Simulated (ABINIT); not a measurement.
# LiBr (Fm-3m): changed settings of a GW run in ABINIT, part 2 of 2

Aim: change inputs of a GW run on LiBr (Fm-3m) and see what moves.

ABINIT 10.8.3; PBE and many-body steps on it, plane waves. Known limits of the many-body steps: not at the basis limit; no spin-orbit coupling.

So far. Step 2 (Screening, 6×6×6 mesh, 161 bands, screening to 217.7 eV): Local fields lower ε∞ by 16 %. Step 3 (Base): The gap on the mesh goes from 4.94 eV to 7.11 eV, a correction of +2.17 eV.

## 6. Fewer bands in the self-energy

Level of this step: G0W0 on PBE, plane waves, norm-conserving pseudopotentials (ABINIT).

The input, run.abi:

```
acell 3*1.0 Angstrom
rprim 
  0.000000000000 2.750650000000 2.750650000000
  2.750650000000 0.000000000000 2.750650000000
  2.750650000000 2.750650000000 0.000000000000
ntypat 2
znucl 3 35
natom 2
typat 1 2
xred 
  0.000000000000 0.000000000000 0.000000000000
  0.500000000000 0.500000000000 0.500000000000
pp_dirpath "pseudos"
pseudos "Li.upf, Br.upf"
ecut 33
ngkpt 6 6 6
nshiftk 1
shiftk 0 0 0
kptopt 1
chksymbreak 0
istwfk *1
occopt 1
irdwfk 1
optdriver 4
nband 15
gwcalctyp 0
ecutsigx 33
symsigma 1
nkptgw 1
kptgw 
  0.0000000000 0.0000000000 0.0000000000
bdgw 
  3 9
ecuteps 8
irdscr 1
ppmodel 1
indata_prefix "in"
outdata_prefix "out"
tmpdata_prefix "tmp"
```

Command:

```sh
$ OMP_NUM_THREADS=1 mpirun -n 4 abinit run.abi > log
```

The program printed:

```text
.Version 10.8.3 of ABINIT. v10.8.2 released Aug 2026.

 Symmetries : space group Fm -3 m (#225); Bravais cF (face-center cubic)
[... echo of the input left out ...]
== DATASET  1 ==================================================================
-   mpi_nproc: 4, omp_nthreads: 1 (-1 if OMP is not activated)

--- !DatasetInfo
iteration_state: {dtset: 1, }
dimensions: {natom: 2, nkpt: 16, mband: 15, nsppol: 1, nspinor: 1, nspden: 1, mpw: 2637, }
cutoff_energies: {ecut:  33.0, pawecutdg:  -1.0, }
electrons: {nelect:   1.00000000E+01, charge:   0.00000000E+00, occopt:   1.00000000E+00, tsmear:   1.00000000E-02, }

 SIGMA: Calculation of the GW corrections

 Based on a program developped by R.W. Godby, V. Olevano, G. Onida, and L. Reining.
 Incorporated in ABINIT by V. Olevano, G.-M. Rignanese, and M. Torrent.
.Using double precision arithmetic ; gwpc =  8

[... cell and pseudopotentials left out ...]
--------------------------------------------------------------------------------

 ==== K-mesh for the wavefunctions ====
 Number of points in the irreducible wedge :    16
[... list of points left out ...]
 Together with 48 symmetry operations and time-reversal symmetry
 yields   216 points in the full Brillouin Zone.

 ==== Q-mesh for screening function ====
 Number of points in the irreducible wedge :    16
[... list of points left out ...]
 Together with 48 symmetry operations and time-reversal symmetry
 yields   216 points in the full Brillouin Zone.

 vcoul_init : cutoff-mode = AUXILIARY_FUNCTION
 q-points for optical limit:   1
     1)      0.000010    0.000020    0.000030
 setmesh: FFT mesh size selected  =    40x   40x   40
          total number of points  =        64000

 Number of electrons calculated from density =   10.0000; Expected =   10.0000
[...]
number of q-points in BZ                          216
 number of frequencies for dSigma/dE                 9
 frequency step for dSigma/dE [eV]                0.25
 number of omega for Sigma on real axis              0
 max omega for Sigma on real axis  [eV]           0.00
 zcut for avoiding poles [eV]                     0.10

 EPSILON^-1 parameters (SCR file):
 dimension of the eps^-1 matrix on file            307
 dimension of the eps^-1 matrix used               307
 number of plane-waves for wavefunctions          2637
 number of bands                                   161
 number of q-points in IBZ                          16
 number of frequencies                               2
 number of real frequencies                          1
 number of imag frequencies                          1

 matrix elements of self-energy operator (all in [eV])

 Perturbative Calculation

--- !SelfEnergy_ee
iteration_state: {dtset: 1, }
kpoint     : [   0.000,    0.000,    0.000, ]
spin       : 1
KS_gap     :    4.938
QP_gap     :    6.732
Delta_QP_KS:    1.794
data: !SigmaeeData |
     Band     E0 <VxcDFT>   SigX SigC(E0)      Z dSigC/dE  Sig(E)    E-E0       E
        3   0.621 -13.197 -16.770   2.878   0.816  -0.225 -13.764  -0.568   0.054
        4   0.621 -13.197 -16.770   2.878   0.816  -0.225 -13.764  -0.568   0.054
        5   0.621 -13.197 -16.770   2.878   0.816  -0.225 -13.764  -0.568   0.054
        6   5.559  -8.505  -4.368  -2.693   0.849  -0.177  -7.279   1.226   6.785
        7  11.140  -8.415  -3.746  -2.572   0.850  -0.176  -6.631   1.783  12.923
        8  11.140  -8.415  -3.746  -2.572   0.850  -0.176  -6.631   1.783  12.923
        9  11.140  -8.415  -3.746  -2.572   0.850  -0.176  -6.631   1.783  12.923

== END DATASET(S) ==============================================================
================================================================================

 -outvars: echo values of variables after computation  --------
           etotal      0.0000000000E+00
            nband          15
             nkpt          16
          spgroup         225
 [... the other variables as echoed above ...]

 Calculation completed.
```

It took 4.8 s on 4 MPI ranks of Intel Xeon Platinum 8488C (Sapphire Rapids), shared host; peak memory 0.9 GiB; 18 s of CPU time.

This step gave:

```
G0W0 gap on the points computed              : 6.731 eV
starting gap on the mesh                     : 4.938 eV
k of the valence top                         : 0, 0, 0
k of the conduction bottom                   : 0, 0, 0
Z at the valence top                         : 0.816
Z at the conduction bottom                   : 0.849
least direct G0W0 gap on the computed points : 6.731 eV
```

## 7. No symmetry in the self-energy

run.abi, as its differences from that of step 6:

```diff
@@ -24,6 +24,6 @@
 optdriver 4
-nband 15
+nband 161
 gwcalctyp 0
 ecutsigx 33
-symsigma 1
+symsigma 0
 nkptgw 1
```

The program printed:

```text
.Version 10.8.3 of ABINIT. v10.8.2 released Aug 2026.

 Symmetries : space group Fm -3 m (#225); Bravais cF (face-center cubic)
[... echo of the input left out ...]
== DATASET  1 ==================================================================
-   mpi_nproc: 4, omp_nthreads: 1 (-1 if OMP is not activated)

--- !DatasetInfo
iteration_state: {dtset: 1, }
dimensions: {natom: 2, nkpt: 16, mband: 161, nsppol: 1, nspinor: 1, nspden: 1, mpw: 2637, }
cutoff_energies: {ecut:  33.0, pawecutdg:  -1.0, }
[...]
7  11.140  -8.415  -3.746  -3.733   0.833  -0.201  -7.635   0.779  11.919
        8  11.140  -8.415  -3.746  -3.733   0.833  -0.201  -7.635   0.779  11.919
        9  11.140  -8.415  -3.746  -3.733   0.833  -0.201  -7.635   0.779  11.919

== END DATASET(S) ==============================================================
================================================================================

 -outvars: echo values of variables after computation  --------
           etotal      0.0000000000E+00
            nband         161
             nkpt          16
          spgroup         225
 [... the other variables as echoed above ...]

 Calculation completed.
```

Run time: 3.9 min. Hardware: 4 MPI ranks; peak memory 2 GiB.

This step gave:

| Quantity | Value |
| --- | --- |
| G0W0 gap on the points computed | 7.106 eV |
| starting gap on the mesh | 4.938 eV |
| k of the valence top | 0, 0, 0 |
| k of the conduction bottom | 0, 0, 0 |
| least direct G0W0 gap on the computed points | 7.106 eV |

Against G0W0 in ABINIT (6×6×6 mesh, 161 bands, screening to 217.7 eV, Godby-Needs plasmon pole), the gap moves by +0.000 eV.

## 8. More bands than the file holds

run.abi, as its differences from that of step 7:

```diff
@@ -24,6 +24,6 @@
 optdriver 4
-nband 161
+nband 483
 gwcalctyp 0
 ecutsigx 33
-symsigma 0
+symsigma 1
 nkptgw 1
```

The program printed:

```text
.Version 10.8.3 of ABINIT. v10.8.2 released Aug 2026.

 Symmetries : space group Fm -3 m (#225); Bravais cF (face-center cubic)
================================================================================
 Values of the parameters that define the memory need of the present run
     intxc =       0    ionmov =       0      iscf =       7    lmnmax =       6
     lnmax =       6     mgfft =      40  mpssoang =       3    mqgrid =    3001
     natom =       2  nloc_mem =       1    nspden =       1   nspinor =       1
    nsppol =       1      nsym =      48    n1xccc =    2501    ntypat =       2
    occopt =       1   xclevel =       2
-    mband =         483        mffmem =           1         mkmem =           4
       mpw =        2637          nfft =       64000          nkpt =          16
================================================================================
  Rough estimation (10% accuracy) of disk space for files :
================================================================================

--------------------------------------------------------------------------------
------------- Echo of variables that govern the present computation ------------
--------------------------------------------------------------------------------
 -outvars: echo values of preprocessed input variables --------
            acell      1.8897261259E+00  1.8897261259E+00  1.8897261259E+00 Bohr

             bdgw           3       9
      chksymbreak           0
             ecut      3.30000000E+01 Hartree
          ecuteps      8.00000000E+00 Hartree
         ecutsigx      3.30000000E+01 Hartree
          ecutwfn      3.30000000E+01 Hartree
-          fftalg         312
           irdscr           1
           irdwfk           1

              ixc     -101130
[...]
SIGMA: Calculation of the GW corrections

 Based on a program developped by R.W. Godby, V. Olevano, G. Onida, and L. Reining.
 Incorporated in ABINIT by V. Olevano, G.-M. Rignanese, and M. Torrent.
.Using double precision arithmetic ; gwpc =  8

 Real(R)+Recip(G) space primitive vectors, cartesian coordinates (Bohr,Bohr^-1):
 R(1)=  0.0000000  5.1979752  5.1979752  G(1)= -0.0961913  0.0961913  0.0961913
 R(2)=  5.1979752  0.0000000  5.1979752  G(2)=  0.0961913 -0.0961913  0.0961913
 R(3)=  5.1979752  5.1979752  0.0000000  G(3)=  0.0961913  0.0961913 -0.0961913
 Unit cell volume ucvol=  2.8088762E+02 bohr^3
 Angles (23,13,12)=  6.00000000E+01  6.00000000E+01  6.00000000E+01 degrees

--- Pseudopotential description ------------------------------------------------
- Li Generated using ONCVPSP code by D. R. Hamann
-  3.00000   3.00000  171031                  znucl, zion, pspdat
12 -101130 1 -1 1944                          pspcod,pspxc,lmax,lloc,mmax
     nproj     2     2     0
  pspatm : epsatm=    2.74360059
         --- l  ekb(1:nproj) -->
[...]
pspatm: atomic psp has been read  and splines computed

- Br Generated using ONCVPSP code by D. R. Hamann
- 35.00000   7.00000  171031                  znucl, zion, pspdat
12 -101130 2 -1 1098                          pspcod,pspxc,lmax,lloc,mmax
     nproj     2     2     2
  pspatm : epsatm=   11.64859065
         --- l  ekb(1:nproj) -->
[...]
1    5.292495    0.880691
             2    2.589748    0.385882
 pspatm: atomic psp has been read  and splines computed

   1.43921912E+02                                ecore*ucvol(ha*bohr**3)
--------------------------------------------------------------------------------

--- !ERROR
message: |
    Number of bands stored WFK file is less than required.
    WFK mband: 169, self-energy nband: 483

--- !ERROR
message: |
    Number of bands stored WFK file is less than required.
    WFK mband: 169, self-energy nband: 483

--- from the log ---
Number of bands stored WFK file is less than required.
    WFK mband: 169, self-energy nband: 483
```

Wall time 1.9 s (4 MPI ranks); peak memory 0.06 GiB.

The run stopped with an error after 1.9 s.

The program's words: Number of bands stored WFK file is less than required. WFK mband: 169, self-energy nband: 483

The fault put into this input: more bands than the file holds.

## 9. Contour deformation on a plasmon-pole file

run.abi, as its differences from that of step 8:

```diff
@@ -24,4 +24,4 @@
 optdriver 4
-nband 483
-gwcalctyp 0
+nband 161
+gwcalctyp 2
 ecutsigx 33
@@ -35,3 +35,2 @@
 irdscr 1
-ppmodel 1
 indata_prefix "in"
```

The program printed:

```text
.Version 10.8.3 of ABINIT. v10.8.2 released Aug 2026.

 Symmetries : space group Fm -3 m (#225); Bravais cF (face-center cubic)
================================================================================
 Values of the parameters that define the memory need of the present run
     intxc =       0    ionmov =       0      iscf =       7    lmnmax =       6
     lnmax =       6     mgfft =      40  mpssoang =       3    mqgrid =    3001
     natom =       2  nloc_mem =       1    nspden =       1   nspinor =       1
    nsppol =       1      nsym =      48    n1xccc =    2501    ntypat =       2
    occopt =       1   xclevel =       2
-    mband =         161        mffmem =           1         mkmem =           4
       mpw =        2637          nfft =       64000          nkpt =          16
================================================================================
  Rough estimation (10% accuracy) of disk space for files :
================================================================================

--------------------------------------------------------------------------------
------------- Echo of variables that govern the present computation ------------
--------------------------------------------------------------------------------
 -outvars: echo values of preprocessed input variables --------
            acell      1.8897261259E+00  1.8897261259E+00  1.8897261259E+00 Bohr

             bdgw           3       9
      chksymbreak           0
             ecut      3.30000000E+01 Hartree
          ecuteps      8.00000000E+00 Hartree
         ecutsigx      3.30000000E+01 Hartree
          ecutwfn      3.30000000E+01 Hartree
-          fftalg         312
        gwcalctyp           2
           irdscr           1
           irdwfk           1

[...]
setmesh: FFT mesh size selected  =    40x   40x   40
          total number of points  =        64000

 Number of electrons calculated from density =   10.0000; Expected =   10.0000
 average of density, n =  0.035601
 r_s =    1.8857
 omega_plasma =   18.2008 [eV]

 === KS Band Gaps ===
  >>>> For spin  1
   Minimum direct gap =   4.9381 [eV], located at k-point      :   0.0000  0.0000  0.0000
   Fundamental gap    =   4.9381 [eV], Top of valence bands at :   0.0000  0.0000  0.0000
                                       Bottom of conduction at :   0.0000  0.0000  0.0000
 SIGMA fundamental parameters:
 CONTOUR DEFORMATION
 number of plane-waves for SigmaX                 2637
 number of plane-waves for SigmaC and W            307
 number of plane-waves for wavefunctions          2637
 number of bands                                   161
 number of independent spin polarizations            1
 number of spinorial components                      1
 number of k-points in IBZ                          16
 number of q-points in IBZ                          16
 number of symmetry operations                      48
 number of k-points in BZ                          216
 number of q-points in BZ                          216
 number of frequencies for dSigma/dE                 9
 frequency step for dSigma/dE [eV]                0.25
 number of omega for Sigma on real axis              0
 max omega for Sigma on real axis  [eV]           0.00
 zcut for avoiding poles [eV]                     0.10

 EPSILON^-1 parameters (SCR file):
 dimension of the eps^-1 matrix on file            307
 dimension of the eps^-1 matrix used               307
 number of plane-waves for wavefunctions          2637
 number of bands                                   161
 number of q-points in IBZ                          16
 number of frequencies                               2
 number of real frequencies                          1
 number of imag frequencies                          1

 matrix elements of self-energy operator (all in [eV])

 Perturbative Calculation

--- !ERROR
message: |
    Fatal error

--- !ERROR
message: |
    Fatal error

--- from the log ---
Fatal error
```

The job ended after 2.5 s (4 MPI ranks; peak memory 0.26 GiB).

The run stopped with an error after 2.5 s.

The fault put into this input: contour deformation on a plasmon-pole file.

## 10. Side by side

Times are wall times on 4 MPI ranks of Intel Xeon Platinum 8488C (Sapphire Rapids), shared host, good to a factor of about two. A run's time includes the screening step that it read.

| run | mesh | bands | screening cutoff (eV) | DFT gap (eV) | gap on the mesh (eV) | direct (eV) | ε∞ used | time |
| --- | --- | --- | --- | --- | --- | --- | --- | --- |
| base | 6×6×6 | 161 | 217.7 | 4.938 | 7.106 | 7.106 | 3.17 | 3 min |
| exchange cutoff | 6×6×6 | 161 | 217.7 | 4.938 | 7.211 | 7.211 | 3.17 | 2.7 min |
| smaller part of the screening matrix | 6×6×6 | 161 | 54.4 | 4.938 | 6.756 | 6.756 | 3.17 | 2.7 min |
| fewer bands in the self-energy | 6×6×6 | 15 | 217.7 | 4.938 | 6.731 | 6.731 | 3.17 | 2.7 min |
| no symmetry in the self-energy | 6×6×6 | 161 | 217.7 | 4.938 | 7.106 | 7.106 | 3.17 | 6.5 min |

## 11. What came out

| Property | Result |
| --- | --- |
| base | 7.106 eV |
| exchange cutoff | 7.211 eV |
| smaller part of the screening matrix | 6.756 eV |
| fewer bands in the self-energy | 6.731 eV |
| no symmetry in the self-energy | 7.106 eV |
| known limits | not at the basis limit; no spin-orbit coupling |

**Reading.** Exchange cutoff: +0.105 eV against base (keys changed: ecutsigx). Smaller part of the screening matrix: −0.350 eV against base (keys changed: ecuteps). Fewer bands in the self-energy: −0.375 eV against base (keys changed: nband). No symmetry in the self-energy: no change against base (keys changed: symsigma). Bands and cutoff are finite, so the gap is not at the basis limit. The miss can reach some tenths of an eV and take either sign; the mesh is an error of its own. In the G0W0 runs levels were corrected at 1 k point alone, so a gap called «on the mesh» is the least over those, and an edge elsewhere would be missed. The many-body steps are scalar-relativistic: spin-orbit coupling is not in them.

[Paths, hosts, dates, memory and timing lines, banners, echoed tables and standing remarks are left out of the program output.]

[Logs are printed without paths, hosts, clocks, repeated set-up lines and the standing remarks that a program may print on its own settings, such as how far it seeks lower states.]

[Runs of the session that timed out or met a known fault of the program may be left out.]

[Hosts, paths, dates, database ids (printed as entryN), source tags and the programs' standing remarks are cut or masked in the printed files.]

[G0W0 gaps are taken among the corrected bands and points alone; a level outside them can change the order at an edge.]

[Where Ansatz stands beside ABINIT at settings called matched, ABINIT's density can come from a denser mesh and the files from another edition; pairs whose starting gaps differed by over 0.03 eV were left out, so agreement reads better than it is.]
